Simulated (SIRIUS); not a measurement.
# MoS2 (R3m) in SIRIUS: reference runs

How does MoS2 come out in PBEsol? The cell is run as given.

Everything below comes from runs of SIRIUS 7.12.0. Logs are shortened: lines on timing, memory, paths and dates and some standing lists are left out, and cuts for length are marked. The log counts tension as positive stress, the text compression.

### 1 The crystal as given

Symmetry: R3m, No. 160, trigonal system. The conventional cell has a = 3.160 Å, b = 3.160 Å, c = 18.450 Å, α = 90.00°, β = 90.00°, γ = 120.00°. Mo (site symmetry 3m) has 6 S at 2.39 Å as nearest neighbours. Around S (site symmetry 3m) lie 3 Mo at 2.39 Å. Around S (site symmetry 3m) lie 3 Mo at 2.39 Å.

Measurements of this composition are mostly on another form, of space group No. 194.

### 2 Single point, PBEsol

The input, sirius.json:

```json
{
  "control": {
    "processing_unit": "cpu",
    "verbosity": 2,
    "num_bands_to_print": 21,
    "print_forces": true,
    "print_stress": true
  },
  "parameters": {
    "electronic_structure_method": "pseudopotential",
    "xc_functionals": ["XC_GGA_X_PBE_SOL", "XC_GGA_C_PBE_SOL"],
    "gk_cutoff": 9.0,
    "pw_cutoff": 18.0,
    "ngridk": [10, 10, 10],
    "shiftk": [0, 0, 0],
    "smearing": "fermi_dirac",
    "smearing_width": 0.0018374661,
    "num_bands": 21,
    "num_mag_dims": 0,
    "num_dft_iter": 100,
    "energy_tol": 1e-08,
    "density_tol": 1e-06
  },
  "iterative_solver": {
    "type": "davidson",
    "min_tolerance": 1e-10
  },
  "mixer": {
    "type": "anderson",
    "beta": 0.7,
    "max_history": 8
  },
  "settings": {
    "tol_ne": 1e-10,
    "pseudo_grid_cutoff": 6.5
  },
  "unit_cell": {
    "lattice_vectors": [
      [0.246301305837, 0.142202125224, 0.958704449935],
      [-0.246301305837, 0.142202125224, 0.958704449935],
      [0.0, -0.284404250447, 0.958704449935]
    ],
    "lattice_vectors_scale": 12.122417568,
    "atom_coordinate_units": "lattice",
    "atom_types": ["Mo", "S"],
    "atom_files": {
      "S": "S.json",
      "Mo": "Mo.json"
    },
    "atoms": {
      "Mo": [
        [0.0, 0.0, 0.0]
      ],
      "S": [
        [0.417, 0.417, 0.417],
        [0.25, 0.25, 0.25]
      ]
    }
  }
}
```

Potentials or basis: PseudoDojo 0.4.1 PBEsol standard (scalar relativistic).

Launch:

```console
$ upf_to_json S.upf
$ upf_to_json Mo.upf
$ OMP_NUM_THREADS=1 sirius.scf --input=sirius.json --output=out.json --task=0
```

Output:

```text
[info] SIRIUS version : 7.12.0
[info] number of MPI ranks           : 1
[info] MPI grid                      : 1 1
[info] maximum number of OMP threads : 1
[fft] FFT context for density and potential
[fft] =====================================
[fft]   comm size                             : 1
[fft]   plane wave cutoff                     : 18
[fft]   grid size                             : 72 72 72   total : 373248
[fft]   grid limits                           : -35 36   -35 36   -35 36
[fft]   number of G-vectors within the cutoff : 17677
[fft]   local number of G-vectors             : 17677
[fft]   number of G-shells                    : 3348
[fft] FFT context for coarse grid
[fft] =====================================
[fft]   comm size                             : 1
[fft]   plane wave cutoff                     : 18
[fft]   grid size                             : 72 72 72   total : 373248
[fft]   grid limits                           : -35 36   -35 36   -35 36
[fft]   number of G-vectors within the cutoff : 17677
[fft]   local number of G-vectors             : 17677
[fft]   number of G-shells                    : 3348
[unit cell] lattice vectors
[unit cell]   a1 :       2.9857672769      1.7238335410     11.6218156664
[unit cell]   a2 :      -2.9857672769      1.7238335410     11.6218156664
[unit cell]   a3 :       0.0000000000     -3.4476670820     11.6218156664
[unit cell] reciprocal lattice vectors
[unit cell]   b1 :       1.0521893913      0.6074818283      0.1802123835
[unit cell]   b2 :      -1.0521893913      0.6074818283      0.1802123835
[unit cell]   b3 :       0.0000000000     -1.2149636566      0.1802123835
[unit cell] unit cell volume :       358.90252505 [a.u.^3]
[unit cell] 1/sqrt(omega)    :         0.05278515
[unit cell] MT volume        :         0.00000000 ( 0.00%)
[unit cell] IT volume        :       358.90252505 (100.00%)
[unit cell] number of atom types : 2
[unit cell] type id : 0 symbol : Mo mt_radius :  16.390000 num_atoms : 1
[unit cell] type id : 1 symbol :  S mt_radius :  11.450000 num_atoms : 2
[unit cell] total number of atoms : 3
[unit cell] number of symmetry classes : 3
[unit cell] number of PAW atoms : 0
[unit cell] atom id  type id  class id             position                      vector_field
[unit cell] ------------------------------------------------------------------------------------------
[unit cell]      0        0        0      0.00000   0.00000   0.00000      0.00000   0.00000   0.00000
[unit cell]      1        1        1      0.41700   0.41700   0.41700      0.00000   0.00000   0.00000
[unit cell]      2        1        2      0.25000   0.25000   0.25000      0.00000   0.00000   0.00000
[unit cell] atom id         position (Cartesian, a.u.)
[unit cell] ---------------------------------------------
[unit cell]      0       0.000000    0.000000    0.000000
[unit cell]      1       0.000000    0.000000   14.538891
[unit cell]      2       0.000000    0.000000    8.716362
[unit cell] class id : 0 atom id : 0
[unit cell] class id : 1 atom id : 1
[unit cell] class id : 2 atom id : 2
[unit cell] minimum bond length:     4.508666
[unit cell] total number of pseudo wave-functions: 18
[sym] space group number   : 160
[sym] international symbol : R3m
[sym] Hall symbol          : R 3 -2"
[sym] space group transformation matrix :
[sym]   0.6667 -0.3333 -0.3333
[sym]   0.3333  0.3333 -0.6667
[sym]   0.3333  0.3333  0.3333
[... 315 lines left out ...]
[diagonalize] ik:    1   -1.851828   -0.903540   -0.896444   -0.895294   -0.142345   -0.082287    0.154944    0.267655    0.285548    0.302447    0.312819    0.360886    0.370963    0.478217    0.480834    0.490242    0.493502    0.631943    0.716046    0.725079    0.771266
[diagonalize] ik:    2   -1.851441   -0.902768   -0.900290   -0.896169   -0.126295   -0.077473    0.170429    0.243199    0.269661    0.293739    0.301915    0.354455    0.361166    0.455388    0.479046    0.490555    0.510943    0.672862    0.720254    0.735983    0.759576
[diagonalize] ik:    3   -1.850962   -0.904957   -0.901810   -0.897245   -0.103880   -0.070846    0.176885    0.226005    0.239211    0.275124    0.323016    0.337039    0.343809    0.455381    0.468548    0.513762    0.526416    0.667594    0.688026    0.705088    0.779685
[diagonalize] ik:    4   -1.850573   -0.908668   -0.901032   -0.898111   -0.082478   -0.064870    0.165236    0.209385    0.225839    0.262411    0.325225    0.340328    0.343996    0.465222    0.470850    0.529705    0.534186    0.627251    0.659170    0.679488    0.769984
[diagonalize] ...
[diagonalize] ik:  111   -1.851828   -0.903543   -0.896444   -0.895294   -0.133886   -0.096335    0.188737    0.266803    0.268628    0.285015    0.313735    0.328451    0.396900    0.478119    0.487206    0.487669    0.495717    0.634798    0.738000    0.750853    0.769219
[diagonalize] ik:  112   -1.851441   -0.902770   -0.900290   -0.896169   -0.118027   -0.089802    0.201794    0.243077    0.245404    0.294980    0.300948    0.326035    0.369080    0.474013    0.475999    0.484725    0.516066    0.683262    0.716380    0.739217    0.780022
[diagonalize] ik:  113   -1.851828   -0.903543   -0.896444   -0.895294   -0.133493   -0.096911    0.190444    0.266226    0.267380    0.284867    0.314071    0.327726    0.397318    0.478028    0.486271    0.488739    0.495930    0.634832    0.738795    0.749487    0.770963
[diagonalize] ik:  114   -1.851561   -0.903009   -0.899002   -0.896007   -0.122799   -0.092263    0.200493    0.250129    0.251392    0.293208    0.294962    0.334677    0.377751    0.470137    0.474782    0.487100    0.513339    0.675680    0.725925    0.754097    0.771133
[diagonalize] ik:  115   -1.851976   -0.903837   -0.894958   -0.894958   -0.138973   -0.099655    0.184982    0.277810    0.279037    0.279037    0.322635    0.322635    0.408261    0.485676    0.485676    0.493235    0.493235    0.609642    0.718450    0.769068    0.769068
[find] Charges and magnetic moments
[find] --------------------------------------------------------------------------------
[find] total charge          : 26.000000
[find] Energy
[find] --------------------------------------------------------------------------------
[find] valence_eval_sum               :      -5.64822346
[find] <rho|V^{XC}>                   :     -16.78918905
[find] <rho|E^{XC}>                   :     -16.59168246
[find] <mag|B^{XC}>                   :       0.00000000
[find] <rho|V^{H}>                    :      54.98146848
[find] one-electron contribution      :     -43.84050290 (Ha),     -87.68100580 (Ry)
[find] hartree contribution           :      27.49073424
[find] xc contribution                :     -16.59168246
[find] ewald contribution             :     -59.47519850
[find] PAW contribution               :       0.00000000
[find] smearing (-TS)                 :      -0.00000005
[find] SCF correction                 :       0.00000249
[find] Total energy                   :     -92.41664713 (Ha),    -184.83329427 (Ry)
[find] Free energy (E-TS)             :     -92.41664718 (Ha),    -184.83329436 (Ry)
[find] band gap (eV)                  :       0.91167403
[find] Efermi                         :       0.42306105
[find] iteration : 15, RMS (target) : 8.4602e-07 (1.0000e-06) , energy difference (target) : -3.7934e-10 (1.0000e-08)
[find] bands are converged : true
[find] iterative solver converged : false
[find] converged after 16 SCF iterations!
[find] Charges and magnetic moments
[find] --------------------------------------------------------------------------------
[find] total charge          : 26.000000
[find] Energy
[find] --------------------------------------------------------------------------------
[find] valence_eval_sum               :      -5.64822346
[find] <rho|V^{XC}>                   :     -16.78918905
[find] <rho|E^{XC}>                   :     -16.59168246
[find] <mag|B^{XC}>                   :       0.00000000
[find] <rho|V^{H}>                    :      54.98146848
[find] one-electron contribution      :     -43.84050290 (Ha),     -87.68100580 (Ry)
[find] hartree contribution           :      27.49073424
[find] xc contribution                :     -16.59168246
[find] ewald contribution             :     -59.47519850
[find] PAW contribution               :       0.00000000
[find] smearing (-TS)                 :      -0.00000005
[find] SCF correction                 :       0.00000249
[find] Total energy                   :     -92.41664713 (Ha),    -184.83329427 (Ry)
[find] Free energy (E-TS)             :     -92.41664718 (Ha),    -184.83329436 (Ry)
[find] band gap (eV)                  :       0.91167403
[find] Efermi                         :       0.42306105
[ground_state] === stress tensor components [kbar] ===
[ground_state] === stress_kin ===
[ground_state] -16351.662114    0.000000    0.000000
[ground_state]     0.000000-16351.662114    0.000000
[ground_state]     0.000000    0.000000-16492.505534
[ground_state] === stress_har ===
[ground_state] -15860.914328    0.000000    0.000000
[ground_state]     0.000000-15860.914329    0.000000
[ground_state]     0.000000    0.000000 9186.316567
[ground_state] === stress_ewald ===
[ground_state]  5976.828835    0.000000    0.000000
[ground_state]     0.000000 5976.828835   -0.000000
[ground_state]     0.000000   -0.00000036801.098861
[ground_state] === stress_vloc ===
[ground_state] 35331.156915    0.000000    0.000000
[ground_state]     0.00000035331.156916   -0.000000
[ground_state]     0.000000   -0.000000-20404.350137
[ground_state] === stress_xc ===
[ground_state]   195.034528    0.000000    0.000000
[ground_state]     0.000000  195.034528   -0.000000
[ground_state]     0.000000   -0.000000  195.526287
[ground_state] === stress_core ===
[ground_state]  3674.785940    0.000000    0.000000
[ground_state]     0.000000 3674.785940   -0.000000
[ground_state]     0.000000   -0.000000 3678.799040
[ground_state] === stress_nonloc ===
[ground_state] -12959.430161    0.000000    0.000000
[ground_state]     0.000000-12959.430161    0.000000
[ground_state]     0.000000    0.000000-12988.769841
[ground_state] === stress_us_nl ===
[ground_state] -12959.430161    0.000000    0.000000
[ground_state]     0.000000-12959.430161    0.000000
[ground_state]     0.000000    0.000000-12988.769841
[ground_state] === stress_total ===
[ground_state]     5.799615    0.000000    0.000000
[ground_state]     0.000000    5.799615   -0.000000
[ground_state]     0.000000   -0.000000  -23.884757
[ground_state] ==== total Forces in Ha/bohr =====
[ground_state] atom:    0, force:       0.0000000      0.0000000      0.0016736
[ground_state] atom:    1, force:       0.0000000      0.0000000      0.0035421
[ground_state] atom:    2, force:       0.0000000     -0.0000000     -0.0052163
[ground_state] ==== ultrasoft contribution from Qij =====
[ground_state] atom:    0, force:       0.0000000      0.0000000      0.0000000
[ground_state] atom:    1, force:       0.0000000      0.0000000      0.0000000
[ground_state] atom:    2, force:       0.0000000      0.0000000      0.0000000
[ground_state] ==== non-local contribution from Beta-projector =====
[ground_state] atom:    0, force:       0.0000000     -0.0000000     -0.0014780
[ground_state] atom:    1, force:       0.0000000     -0.0000000     -0.1238377
[ground_state] atom:    2, force:       0.0000000      0.0000000      0.1244673
[ground_state] ==== contribution from local potential =====
[ground_state] atom:    0, force:       0.0000000     -0.0000000     -0.0101881
[ground_state] atom:    1, force:       0.0000000     -0.0000000     -7.1196958
[ground_state] atom:    2, force:       0.0000000      0.0000000      7.1306464
[ground_state] ==== contribution from core density =====
[ground_state] atom:    0, force:       0.0000000      0.0000000      0.0000816
[ground_state] atom:    1, force:       0.0000000      0.0000000      0.0019239
[ground_state] atom:    2, force:       0.0000000     -0.0000000     -0.0019201
[ground_state] ==== Ewald forces from ions =====
[ground_state] atom:    0, force:       0.0000000      0.0000000      0.0132582
[ground_state] atom:    1, force:       0.0000000      0.0000000      7.2451516
[ground_state] atom:    2, force:       0.0000000     -0.0000000     -7.2584098
[~DFT_ground_state] local op. applied: 87173
[~DFT_ground_state] evp. work count: 16856.4
[~DFT_ground_state] number of iterative solver steps: 4996
```

Run time: 3.5 min. Hardware: 1 thread of AMD EPYC 9R45 (Zen 5), shared host; peak memory 1.4 GiB.

Results:

```
Free energy            : -2514.7851 eV
Pressure               : 0.4 GPa
Largest force          : 0.268 eV/Å
Band gap on the k mesh : 0.91 eV
```

Forces in eV/Å, atoms in the order of the input:
```
Mo   0.000  0.000  0.086
S    0.000  0.000  0.182
S    0.000  0.000 -0.268
```

A k mesh can miss the band edges. PBEsol gaps usually lie below the measured ones, often by a third to a half.
